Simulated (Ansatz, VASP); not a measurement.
**BeSe in VASP and in Ansatz**

```xyz
2
Lattice="0.0000 2.5888 2.5888 2.5888 0.0000 2.5888 2.5888 2.5888 0.0000" Properties=species:S:1:pos:R:3 pbc="T T T"
Be    0.0000    0.0000    0.0000
Se    1.2944    1.2944    1.2944
```

Alike in both runs: functional PBE; k mesh 8 × 8 × 8; no spin polarisation.

Ansatz relaxed the structure, and its values are those at the end. VASP's run is a single point on that final structure, the one shown.

```csv
,VASP,Ansatz
version,VASP 6.6.1,Ansatz 0.2.0
potentials or method,"VASP PAW PBE potentials, release 64 (Be, Se)","scalar-relativistic, plane waves, PAW"
plane-wave cutoff (eV),520,420
occupations,"gaussian, width 0.01 eV",fixed
valence electrons in the cell,8,18
```

Ansatz gave:

| Quantity | Value |
| --- | --- |
| gap on the k mesh at the Fermi level (eV) | 2.67 |
| least direct gap on the mesh (eV) | 4.22 |
| pressure (GPa) | 0.0 |

Task: What did VASP give for the same quantities?

Result: gap on the k mesh at the Fermi level (eV): 2.66; least direct gap on the mesh (eV): 4.22; pressure (GPa): 0.2.

The two sets of potentials don't hold the same shells in valence.

A k mesh can miss the band edges.
